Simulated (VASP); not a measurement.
All values below come from r2SCAN+rVV10, VASP's PBE PAW potentials (set 64) (plane waves; VASP).

VASP ran on this input.

KPOINTS:
```
Automatic mesh
0
Gamma
5 5 7
0 0 0
```

File POSCAR:
```
MgF2
1
    4.4966316899     0.0000000000     0.0000000000
    0.0000000000     4.4966316899     0.0000000000
    0.0000000000     0.0000000000     2.9674665565
Mg F
2 4
Direct
  1.0000000000   1.0000000000   0.0000000000
  0.5000000000   0.5000000000   0.5000000000
  0.3027985975   0.3027985975   0.0000000000
  0.8027985975   0.1972014025   0.5000000000
  0.1972014025   0.8027985975   0.5000000000
  0.6972014025   0.6972014025   0.0000000000
```

**INCAR**
```
ENCUT=520   # plane-wave cut-off (eV)
SYSTEM=MgF2
SIGMA=0.05   # width (eV)
LREAL=.False.
LMIXTAU=.True.
LCHARG=.False.
LWAVE=.False.
LASPH=.True.
ISMEAR=0   # Gaussian
EDIFFG=-0.01
METAGGA=R2SCAN
LUSE_VDW=.True.
PREC=Accurate
NSW=30
BPARAM=11.95
NELM=100
ISIF=4
ALGO=Normal   # blocked Davidson
EDIFF=1E-7   # SCF stop (eV)
CPARAM=0.0093
IBRION=2   # conjugate gradients
```

POTCAR, in this order: Mg F (PBE.64 set). Program: vasp_std.

The run wrote:

### OSZICAR
```
       N       E                     dE             d eps       ncg     rms          rms(c)
DAV:   1     0.184987974685E+03    0.18499E+03   -0.19136E+04  1000   0.156E+03
DAV:   2    -0.451351964210E+02   -0.23012E+03   -0.22382E+03  1288   0.355E+02
DAV:   3    -0.540282958633E+02   -0.88931E+01   -0.88748E+01  1136   0.709E+01
DAV:   4    -0.540784126104E+02   -0.50117E-01   -0.50111E-01  1084   0.613E+00
DAV:   5    -0.540786730748E+02   -0.26046E-03   -0.26046E-03  1124   0.454E-01    0.905E+00
DAV:   6    -0.447053799104E+02    0.93733E+01   -0.48136E+00   992   0.153E+01    0.275E+00
DAV:   7    -0.417672979561E+02    0.29381E+01   -0.12816E+00  1060   0.136E+01    0.193E+00
DAV:   8    -0.485012762252E+02   -0.67340E+01   -0.11469E+00   968   0.124E+01    0.815E-01
DAV:   9    -0.421768687222E+02    0.63244E+01   -0.44896E-01   960   0.782E+00    0.157E-01
DAV:  10    -0.424764048163E+02   -0.29954E+00   -0.23506E-01   976   0.540E+00    0.125E-01
DAV:  11    -0.424644006632E+02    0.12004E-01   -0.24363E-03  1132   0.463E-01    0.115E-01
DAV:  12    -0.425067021852E+02   -0.42302E-01   -0.16313E-02   968   0.158E+00    0.169E-01
DAV:  13    -0.425076745730E+02   -0.97239E-03   -0.12509E-03  1092   0.373E-01    0.535E-02
DAV:  14    -0.425076236608E+02    0.50912E-04   -0.81490E-05  1012   0.110E-01    0.480E-02
DAV:  15    -0.425077248538E+02   -0.10119E-03   -0.13854E-04  1004   0.124E-01    0.211E-02
DAV:  16    -0.425077188182E+02    0.60357E-05   -0.34189E-05  1068   0.511E-02    0.335E-03
DAV:  17    -0.425077244187E+02   -0.56005E-05   -0.28139E-06  1020   0.222E-02    0.134E-03
DAV:  18    -0.425077251653E+02   -0.74661E-06   -0.67447E-07  1028   0.106E-02    0.223E-03
DAV:  19    -0.425077254820E+02   -0.31669E-06   -0.50145E-07  1048   0.697E-03    0.129E-04
DAV:  20    -0.425077254829E+02   -0.87539E-09   -0.10482E-08   580   0.122E-03
   1 F= -.42507725E+02 E0= -.42507725E+02  d E =-.425077E+02
       N       E                     dE             d eps       ncg     rms          rms(c)
DAV:   1    -0.425094148222E+02   -0.16893E-02   -0.11182E+00   960   0.995E+00    0.276E-01
DAV:   2    -0.425099056504E+02   -0.49083E-03   -0.22944E-02  1104   0.131E+00    0.157E-01
DAV:   3    -0.425094236625E+02    0.48199E-03   -0.64333E-04   976   0.367E-01    0.666E-02
DAV:   4    -0.425089151428E+02    0.50852E-03   -0.10803E-03   968   0.375E-01    0.185E-02
DAV:   5    -0.425094984841E+02   -0.58334E-03   -0.70656E-04   964   0.332E-01    0.651E-03
DAV:   6    -0.425096503949E+02   -0.15191E-03   -0.13545E-04  1000   0.132E-01    0.630E-03
DAV:   7    -0.425096691648E+02   -0.18770E-04   -0.58310E-06  1088   0.250E-02    0.126E-03
DAV:   8    -0.425096742385E+02   -0.50738E-05   -0.26919E-06   984   0.204E-02    0.611E-04
DAV:   9    -0.425096748717E+02   -0.63320E-06   -0.30314E-07   752   0.646E-03    0.166E-04
DAV:  10    -0.425096749481E+02   -0.76341E-07   -0.36345E-08   600   0.214E-03
   2 F= -.42509675E+02 E0= -.42509675E+02  d E =-.194947E-02
       N       E                     dE             d eps       ncg     rms          rms(c)
DAV:   1    -0.425096922060E+02   -0.17334E-04   -0.14810E-02   964   0.115E+00    0.317E-02
DAV:   2    -0.425096992915E+02   -0.70855E-05   -0.30319E-04  1104   0.150E-01    0.181E-02
DAV:   3    -0.425096928947E+02    0.63968E-05   -0.86258E-06   976   0.421E-02    0.771E-03
DAV:   4    -0.425096866538E+02    0.62409E-05   -0.14179E-05   968   0.430E-02    0.211E-03
DAV:   5    -0.425096937458E+02   -0.70920E-05   -0.97030E-06   964   0.388E-02    0.745E-04
DAV:   6    -0.425096959944E+02   -0.22486E-05   -0.21099E-06  1000   0.166E-02    0.763E-04
DAV:   7    -0.425096962857E+02   -0.29134E-06   -0.82910E-08   700   0.304E-03    0.186E-04
DAV:   8    -0.425096964055E+02   -0.11975E-06   -0.63106E-08   592   0.309E-03    0.693E-05
DAV:   9    -0.425096964169E+02   -0.11394E-07   -0.69350E-09   496   0.906E-04
   3 F= -.42509696E+02 E0= -.42509696E+02  d E =-.197093E-02
```

File OUTCAR:
```
------------------------ aborting loop because EDIFF is reached ----------------------------------------
  FORCE on cell =-STRESS in cart. coord.  units (eV):
  Direction    XX          YY          ZZ          XY          YZ          ZX
  --------------------------------------------------------------------------------------
  Total        2.9429697      2.9429697      2.9588388      0.0000000      0.0000000      0.0000000
  in kB       78.5843225     78.5843225     79.0080643      0.0000000      0.0000000      0.0000000
  external PRESSURE =      78.7255698 kB  Pullay stress =       0.0000000 kB
  volume of cell :       60.00
      direct lattice vectors                 reciprocal lattice vectors
     4.491038624  0.000000000  0.000000000     0.222665642  0.000000000  0.000000000
    -0.000000000  4.491038624  0.000000000     0.000000000  0.222665642  0.000000000
     0.000000000  0.000000000  2.974862427     0.000000000  0.000000000  0.336149998
 POSITION                                       TOTAL-FORCE (eV/Angst)
 -----------------------------------------------------------------------------------
      0.00000      0.00000      0.00000        -0.000000      0.000000      0.000000
      2.24552      2.24552      1.48743        -0.000000      0.000000      0.000000
      1.35547      1.35547      0.00000         0.001199      0.001199     -0.000000
      3.60099      0.89005      1.48743         0.001199     -0.001199      0.000000
      0.89005      3.60099      1.48743        -0.001199      0.001199     -0.000000
      3.13557      3.13557      0.00000        -0.001199     -0.001199      0.000000
 -----------------------------------------------------------------------------------
    total drift:                                0.000000      0.000000      0.000000
  FREE ENERGIE OF THE ION-ELECTRON SYSTEM (eV)
  ---------------------------------------------------
  free  energy   TOTEN  =       -42.5096964169 eV

  energy  without entropy=      -42.5096964169  energy(sigma->0) =      -42.50969642

 reached required accuracy - stopping structural energy minimisation
```
(Selected blocks of OUTCAR.)

**CONTCAR**
```
MgF2
   1.00000000000000
     4.4910386240626394    0.0000000000000000    0.0000000000000000
    -0.0000000000000000    4.4910386240626394    0.0000000000000000
     0.0000000000000000    0.0000000000000000    2.9748624273323334
  Mg              F
     2     4
Direct
     0.0000000000000000    0.0000000000000000    0.0000000000000000
     0.5000000000000000    0.5000000000000000    0.5000000000000000
     0.3018171493492462    0.3018171493492462    0.0000000000000000
     0.8018171493492463    0.1981828506507538    0.5000000000000000
     0.1981828506507538    0.8018171493492463    0.5000000000000000
     0.6981828506507537    0.6981828506507537    0.0000000000000000
```

The compound is MgF2 in the rutile structure. This cell is one point of a volume scan, at 0.94 of the reference volume. Symmetry was kept, so distortions that lower it aren't found.
